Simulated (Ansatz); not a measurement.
Consider the formal exchange of groups at the Si–C bond: `C=C=C[SiH2]C` + `FC(F)F` → `C[SiH2]C(F)(F)F` + `C=C=C`.

Program: Ansatz. Geometries: PBE0-D4/def2-TZVP. ΔE: electronic, gas phase. CCSD(T)/CBS is the MP2 limit (def2-TZVPP, def2-QZVPP) plus CCSD(T) − MP2 in def2-TZVPP, frozen cores. This one scheme is used for every species. Functionals use def2-TZVPP. B3LYP here is the variant with VWN-RPA as its local correlation; programs differ in this. Each species was taken in one conformer, which may not be the lowest.

```tsv
level	ΔE (kJ/mol)	difference from CCSD(T)/CBS
PBE-D4	37.5	-4.7
r2SCAN-D4	40.0	-2.2
PBE0-D4	44.1	1.9
B3LYP-D4	39.0	-3.2
ωB97X-V	37.1	-5.1
ωB97M-V	37.2	-5.0
B2PLYP	41.8	-0.4
PBE	35.2	-7.0
r2SCAN	39.2	-3.0
PBE0	42.0	-0.2
B3LYP	35.5	-6.7
HF/def2-TZVPP	47.9	5.7
MP2/def2-TZVPP	53.8	11.6
SCS-MP2/def2-TZVPP	49.8	7.6
CCSD/def2-TZVPP	45.5	3.3
CCSD(T)/def2-TZVPP	45.7	3.5
HF/def2-QZVPP	48.1	5.9
MP2/def2-QZVPP	51.9	9.7
SCS-MP2/def2-QZVPP	48.0	5.8
HF/CBS(def2)	48.1	5.9
MP2/CBS(def2)	50.3	8.1
CCSD/CBS(def2)	42.1	-0.1
CCSD(T)/CBS	42.2	0
```

Largest T1 diagnostic among the species: 0.012.

From PBE to PBE0 (25 % exact exchange), in def2-TZVPP and without D4, ΔE moves by +6.7 kJ/mol. The D4 term adds +3.4 kJ/mol with B3LYP and +2.1 kJ/mol with PBE0; it sums over pairs of atoms, weighted by their polarisabilities, and B3LYP, whose exchange is more repulsive, gets the larger term.

CCSD(T)/CBS has its own doubt, a few kJ/mol and more with outer-core shells, so smaller differences from it don't rank the levels.
